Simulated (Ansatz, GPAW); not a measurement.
# Geometry or basis: what sets the conductance of propane-1,3-dithiol between two Al chains

How well does propane-1,3-dithiol between two Al chains conduct once its atoms have relaxed, and how much do cheaper levels lose?

Method: Ansatz plane waves; relaxation of the junction with the lead ends held; PAW set soft_1, in the first sound run; inputs show where later runs differ, in GPAW 26.7.0 and Ansatz 0.2.0.

This is a report of a sequence of runs, with most program output left out.

**1. The starting structure**

The cell holds 25 atoms: 14 Al, 2 S, 6 H and 3 C. Cell: a = 11.831 Å, b = 12.166 Å, c = 37.103 Å, α = 90.0°, β = 90.0°, γ = 90.0°. Regions: left lead, 7 atoms (7 Al); channel, 11 atoms (2 S, 6 H and 3 C); right lead, 7 atoms (7 Al). Vacuum lies along a and b. The structure is stacked along c, and the current runs across the ab planes.

**2. Relaxation**

Transmission follows bond lengths closely, so the atoms between the held lead ends are relaxed first, from a slightly shaken start that lets symmetry break.

Input file input.yaml:

```yaml
crystal:
  lattice:
    - [11.8309361318, 0.0, 0.0]
    - [0.0, 12.1660751619, 0.0]
    - [0.0, 0.0, 37.103306232]
  atoms:
    - { symbol: Al, position: [0.5, 0.5, 0.0323421313] }
    - { symbol: Al, position: [0.5, 0.5, 0.0970263938] }
    - { symbol: Al, position: [0.5, 0.5, 0.1617106563] }
    - { symbol: Al, position: [0.5, 0.5, 0.2263949188] }
    - { symbol: Al, position: [0.5, 0.5, 0.2910791813] }
    - { symbol: Al, position: [0.5008977473, 0.499987756, 0.3553336184] }
    - { symbol: Al, position: [0.4942272536, 0.5000461497, 0.4211975334] }
    - { symbol: S, position: [0.5869537689, 0.3383351775, 0.4276214743] }
[... 13 atom lines left out ...]
    - { symbol: Al, position: [0.5, 0.5, 0.7736050812] }
    - { symbol: Al, position: [0.5, 0.5, 0.8382893437] }
    - { symbol: Al, position: [0.5, 0.5, 0.9029736062] }
    - { symbol: Al, position: [0.5, 0.5, 0.9676578687] }
kpoints:
  mp_grid: { grid: [1, 1, 2] }
hamiltonian:
  xc: pbe
  pseudopotentials: { kind: paw, azcp: { folder: soft_1 } }
scf:
  occupations: { method: fermi_dirac, width: 0.1 }
relax:
  f_tol: 0.03
  max_steps: 80
  constraints: [{ sites: [0, 1, 2, 3, 4, 20, 21, 22, 23, 24] }]
```

Run with:

```sh
ansatz run input.yaml --threads 4 --pin off --max-ram 8192MiB --backend cpu --events-out ev --progress --plain --runs-dir out
```

Wall time 8.7 min (4 threads of Arm Neoverse V1, shared host); peak memory 4.7 GiB.

Step by step (22 of 44):

| step | energy less that of the first step (eV) | largest force component (eV/Å) |
| --- | --- | --- |
| 1 | 0.0000 | 2.5223 |
| 3 | -0.8931 | 0.4946 |
| 5 | -1.0672 | 0.1539 |
| 7 | -1.1393 | 0.1260 |
| 9 | -1.2205 | 0.2460 |
| 11 | -1.3203 | 0.1320 |
| 13 | -1.4409 | 0.1789 |
| 15 | -1.5622 | 0.1430 |
| 17 | -1.6680 | 0.1204 |
| 19 | -1.7531 | 0.0886 |
| 21 | -1.8378 | 0.0891 |
| 24 | -1.9677 | 0.0897 |
| 26 | -2.0492 | 0.0980 |
| 28 | -2.1210 | 0.1173 |
| 30 | -2.1843 | 0.1895 |
| 32 | -2.2307 | 0.2148 |
| 34 | -2.2579 | 0.1297 |
| 36 | -2.2729 | 0.1022 |
| 38 | -2.2788 | 0.0433 |
| 40 | -2.2820 | 0.0324 |
| 42 | -2.2837 | 0.0666 |
| 44 | -2.2843 | 0.0190 |

The atoms that moved most (Å):

| atom | dx | dy | dz | length |
| --- | --- | --- | --- | --- |
| H9 | -3.477 | 1.214 | -0.036 | 3.683 |
| H17 | -3.425 | 1.202 | 0.026 | 3.630 |
| H10 | -1.664 | 2.915 | -0.036 | 3.357 |
| H16 | -1.608 | 2.861 | 0.022 | 3.282 |
| C11 | -1.946 | 1.381 | -0.006 | 2.387 |
| C15 | -1.867 | 1.437 | 0.009 | 2.356 |
| Al6 | -0.102 | 1.819 | -0.640 | 1.931 |
| Al20 | -0.090 | 1.797 | 0.648 | 1.912 |

This step gave:

```
free energy         : -10154.8719 eV
smearing term TS    : 0.5553 eV
symmetry operations : 1
```

The relaxation lowered the energy of the cell by 2.28 eV.

**3. Plane waves, PBE**

A plane-wave run comes first: its basis does not favour the atoms, so it serves as the reference for the orbital bases.

This step: Ansatz plane waves; Landauer transmission by layers, zero bias; PAW set soft_1 (Ansatz 0.2.0).

Input file input.yaml:

```yaml
crystal:
  lattice:
    - [11.8309361318, 0.0, 0.0]
    - [0.0, 12.1660751619, 0.0]
    - [0.0, 0.0, 37.103306232]
  atoms:
    - { symbol: Al, position: [0.5, 0.5, 0.0323421313] }
    - { symbol: Al, position: [0.5, 0.5, 0.0970263938] }
    - { symbol: Al, position: [0.5, 0.5, 0.1617106563] }
    - { symbol: Al, position: [0.5, 0.5, 0.2263949188] }
    - { symbol: Al, position: [0.5, 0.5, 0.2910791813] }
    - { symbol: Al, position: [0.4923183515, 0.6495260357, 0.3380836968] }
    - { symbol: Al, position: [0.501874003, 0.4793828639, 0.3772359688] }
    - { symbol: S, position: [0.5075492543, 0.3659496018, 0.4250057556] }
[... 13 atom lines left out ...]
    - { symbol: Al, position: [0.5, 0.5, 0.7736050812] }
    - { symbol: Al, position: [0.5, 0.5, 0.8382893437] }
    - { symbol: Al, position: [0.5, 0.5, 0.9029736062] }
    - { symbol: Al, position: [0.5, 0.5, 0.9676578687] }
kpoints:
  mp_grid: { grid: [1, 1, 2] }
hamiltonian:
  xc: pbe
  pseudopotentials: { kind: paw, azcp: { folder: soft_1 } }
scf:
  occupations: { method: fermi_dirac, width: 0.1 }
output:
  transmission:
    leads: [[0, 1]]
    e_range: [-2, 2]
    de: 0.025
    kmesh: [1, 1]
    reduced_basis: true
  write_potential: true
  write_density: true
  volumetric_format: npy
```

Wall time 3.3 h (4 threads); peak memory 6.7 GiB.

This step gave:

| Quantity | Value |
| --- | --- |
| lead level | 0 eV from the Fermi level |
| transmission at the Fermi level (one spin) | 2.53e-4 |
| open channels of the lead at the Fermi level (one spin) | 2 |
| step of the potential along the lead | 26.1 meV |
| offset of the lead | 0 Å |
| filling of the lead less its bulk value, in size | 21.1 meV |
| conductance | 2.50e-4 G₀ |

One spin. Table of transmission, zone mean by energy, zero at the Fermi level:

| energy (eV) | transmission, zone mean |
| --- | --- |
| -2.000 | 6.5e-6 |
| -1.900 | 7.3e-6 |
| -1.800 | 2.6e-6 |
| -1.700 | 5.8e-6 |
| -1.600 | 2.4e-4 |
| -1.525 | 0.683 |
| -1.500 | 0.0282 |
| -1.425 | 0.201 |
| -1.400 | 0.00906 |
| -1.300 | 1.1e-4 |
| -1.200 | 0 |
| -1.100 | 0 |
| -1.000 | 0 |
| -0.900 | 0 |
| -0.800 | 0 |
| -0.700 | 0 |
| -0.600 | 0 |
| -0.500 | 0 |
| -0.400 | 3.1e-6 |
| -0.300 | 1.5e-4 |
| -0.200 | 2.3e-4 |
| -0.100 | 2.6e-4 |
| 0.000 | 2.5e-4 |
| 0.100 | 2.2e-4 |
| 0.200 | 1.8e-4 |
| 0.300 | 1.4e-4 |
| 0.400 | 9.7e-5 |
| 0.500 | 6.2e-5 |
| 0.600 | 3.3e-5 |
| 0.700 | 1.3e-5 |
| 0.800 | 4.6e-6 |
| 0.900 | 5.1e-6 |
| 1.000 | 0.00102 |
| 1.100 | 0.0147 |
| 1.200 | 0.229 |
| 1.300 | 0.993 |
| 1.400 | 0.995 |
| 1.425 | 1.000 |
| 1.500 | 0.867 |
| 1.600 | 0.465 |
| 1.700 | 0.232 |
| 1.800 | 0.131 |
| 1.900 | 0.0835 |
| 2.000 | 0.0577 |

One spin. The open channels, zone mean by energy, zero at the Fermi level:

| energy (eV) | open channels, zone mean |
| --- | --- |
| -2.000 | 1 |
| -1.900 | 1 |
| -1.800 | 1 |
| -1.700 | 1 |
| -1.600 | 1 |
| -1.500 | 1 |
| -1.400 | 1 |
| -1.300 | 1 |
| -1.200 | 0 |
| -1.100 | 0 |
| -1.000 | 0 |
| -0.900 | 0 |
| -0.800 | 0 |
| -0.700 | 0 |
| -0.600 | 0 |
| -0.500 | 0 |
| -0.400 | 2 |
| -0.300 | 2 |
| -0.200 | 2 |
| -0.100 | 2 |
| 0.000 | 2 |
| 0.100 | 2 |
| 0.200 | 2 |
| 0.300 | 2 |
| 0.400 | 2 |
| 0.500 | 2 |
| 0.600 | 2 |
| 0.700 | 2 |
| 0.800 | 2 |
| 0.900 | 2 |
| 1.000 | 3 |
| 1.100 | 3 |
| 1.200 | 3 |
| 1.300 | 3 |
| 1.400 | 3 |
| 1.500 | 3 |
| 1.600 | 3 |
| 1.700 | 3 |
| 1.800 | 3 |
| 1.900 | 3 |
| 2.000 | 3 |

Crystal 0, spin -, k parallel (0, 0); distinct values, listed up to 1.5 1/Å. The Im kz of the slowest decaying states by energy, zero at the Fermi level:

| energy (eV) | decay 1 (Å⁻¹) | decay 2 (Å⁻¹) | decay 3 (Å⁻¹) | decay 4 (Å⁻¹) |
| --- | --- | --- | --- | --- |
| -2.000 | 0.669 | 0.671 | 1.18 | 1.27 |
| -1.800 | 0.626 | 0.627 | 1.16 | 1.25 |
| -1.600 | 0.579 | 0.581 | 1.13 | 1.23 |
| -1.400 | 0.529 | 0.530 | 1.11 | 1.21 |
| -1.200 | 0.0390 | 0.472 | 0.474 | 1.09 |
| -1.000 | 0.0801 | 0.409 | 0.411 | 1.06 |
| -0.800 | 0.101 | 0.333 | 0.335 | 1.04 |
| -0.600 | 0.113 | 0.233 | 0.237 | 1.01 |
| -0.400 | 0.119 | 0.986 | 1.09 | 1.12 |
| -0.200 | 0.121 | 0.959 | 1.07 | 1.10 |
| 0.000 | 0.119 | 0.931 | 1.04 | 1.08 |
| 0.200 | 0.113 | 0.902 | 1.02 | 1.05 |
| 0.400 | 0.101 | 0.873 | 0.990 | 1.03 |
| 0.600 | 0.0834 | 0.842 | 0.963 | 1.00 |
| 0.800 | 0.0528 | 0.810 | 0.935 | 0.974 |
| 1.000 | 0.777 | 0.906 | 0.946 | 0.985 |
| 1.200 | 0.742 | 0.877 | 0.918 | 0.958 |
| 1.400 | 0.706 | 0.846 | 0.889 | 0.930 |
| 1.600 | 0.667 | 0.815 | 0.859 | 0.901 |
| 1.800 | 0.626 | 0.782 | 0.828 | 0.871 |
| 2.000 | 0.583 | 0.748 | 0.795 | 0.840 |

Crystal 0, spin -, k parallel (0, 0). The Re kz of states that move upwards by energy, zero at the Fermi level:

| energy (eV) | channel 1 (Å⁻¹) | channel 2 (Å⁻¹) | channel 3 (Å⁻¹) |
| --- | --- | --- | --- |
| -2.000 | 1.13 | - | - |
| -1.800 | 1.16 | - | - |
| -1.600 | 1.20 | - | - |
| -1.400 | 1.24 | - | - |
| -1.200 | - | - | - |
| -1.000 | - | - | - |
| -0.800 | - | - | - |
| -0.600 | - | - | - |
| -0.400 | 0.00489 | 0.0429 | - |
| -0.200 | 0.237 | 0.241 | - |
| 0.000 | 0.335 | 0.338 | - |
| 0.200 | 0.411 | 0.413 | - |
| 0.400 | 0.474 | 0.476 | - |
| 0.600 | 0.530 | 0.532 | - |
| 0.800 | 0.581 | 0.583 | - |
| 1.000 | -1.26 | 0.628 | 0.629 |
| 1.200 | -1.22 | 0.671 | 0.672 |
| 1.400 | -1.19 | 0.712 | 0.713 |
| 1.600 | -1.16 | 0.750 | 0.751 |
| 1.800 | -1.13 | 0.787 | 0.788 |
| 2.000 | -1.11 | 0.822 | 0.823 |

The electrostatic potential energy of an electron (with the applied field's), less the Fermi level, planar mean oscillates, so the rows of the table below give means over windows of 2 Å about each position, cut where the curve ends. Its first 14 maxima inside the range that stand out by 2 % of the span (Å: eV): 2.4: 4.03, 4.7: 4.02, 7.1: 3.98, 9.6: 3.96, 11.7: 3.59, 15.0: 3.70, 16.6: 3.69, 18.0: 3.58, 19.1: 3.58, 20.5: 3.69, 22.1: 3.70, 25.4: 3.60, 27.5: 3.96, 30.0: 3.99. Its first 14 minima: 0.9: 3.65, 3.9: 3.65, 6.2: 3.64, 8.2: 3.60, 11.3: 3.54, 13.4: 3.29, 15.7: 3.36, 17.2: 3.10, 18.6: 3.05, 19.9: 3.10, 21.4: 3.35, 23.7: 3.29, 25.8: 3.54, 28.9: 3.60.

Table of electrostatic potential energy of an electron (with the applied field's), less the Fermi level, planar mean by z; means over each step:

| z (Å) | electrostatic potential energy of an electron (with the applied field's), less the Fermi level, planar mean (eV) |
| --- | --- |
| 0 | 3.82 |
| 2 | 3.82 |
| 4 | 3.78 |
| 6 | 3.73 |
| 8 | 3.73 |
| 10 | 3.75 |
| 12 | 3.52 |
| 14 | 3.47 |
| 16 | 3.50 |
| 18 | 3.29 |
| 20 | 3.44 |
| 22 | 3.51 |
| 24 | 3.42 |
| 26 | 3.59 |
| 28 | 3.75 |
| 30 | 3.78 |
| 32 | 3.81 |
| 34 | 3.79 |
| 36 | 3.75 |

The valence density, planar mean oscillates, so the rows of the table below give means over windows of 1 Å about each position, cut where the curve ends. Its first 14 maxima inside the range that stand out by 2 % of the span (Å: e/Å³): 2.4: 0.00991, 4.7: 0.00993, 7.0: 0.00991, 9.4: 0.00977, 11.7: 0.0142, 13.2: 0.0143, 15.6: 0.0280, 17.2: 0.0394, 18.6: 0.0396, 19.9: 0.0394, 21.5: 0.0280, 23.9: 0.0143, 25.4: 0.0142, 27.8: 0.00977. Its first 14 minima: 1.2: 0.00707, 3.6: 0.00710, 5.9: 0.00716, 8.3: 0.00708, 10.5: 0.00826, 12.5: 0.0119, 14.2: 0.0103, 16.5: 0.0233, 18.0: 0.0258, 19.1: 0.0258, 20.6: 0.0233, 22.9: 0.0103, 24.6: 0.0119, 26.6: 0.00825.

Valence density, planar mean against z; means over each step:

| z (Å) | valence density, planar mean (e/Å³) |
| --- | --- |
| 0 | 0.00972 |
| 1 | 0.00774 |
| 2 | 0.00924 |
| 3 | 0.00870 |
| 4 | 0.00823 |
| 5 | 0.00959 |
| 6 | 0.00764 |
| 7 | 0.00962 |
| 8 | 0.00806 |
| 9 | 0.00876 |
| 10 | 0.00910 |
| 11 | 0.0104 |
| 12 | 0.0132 |
| 13 | 0.0133 |
| 14 | 0.0113 |
| 15 | 0.0196 |
| 16 | 0.0264 |
| 17 | 0.0318 |
| 18 | 0.0306 |
| 19 | 0.0312 |
| 20 | 0.0327 |
| 21 | 0.0260 |
| 22 | 0.0212 |
| 23 | 0.0112 |
| 24 | 0.0134 |
| 25 | 0.0130 |
| 26 | 0.0109 |
| 27 | 0.00896 |
| 28 | 0.00901 |
| 29 | 0.00783 |
| 30 | 0.00969 |
| 31 | 0.00771 |
| 32 | 0.00941 |
| 33 | 0.00851 |
| 34 | 0.00842 |
| 35 | 0.00945 |
| 36 | 0.00761 |

The largest of the program's own error estimates on the conductance is 5.2 %. T at the Fermi level is 2.5e-4; the potential still steps by 26.1 meV from one lead period to the next, more than the program accepts for a lead, so the cell is too short for a firm reference, and the program's own error estimates apply.

[end of part 1 of 3]

[Logs are printed without paths, hosts, clocks, repeated set-up lines and the standing remarks that a program may print on its own settings, such as how far it seeks lower states.]

[Hosts, paths, dates, database ids (printed as entryN), source tags and the programs' standing remarks are cut or masked in the printed files.]
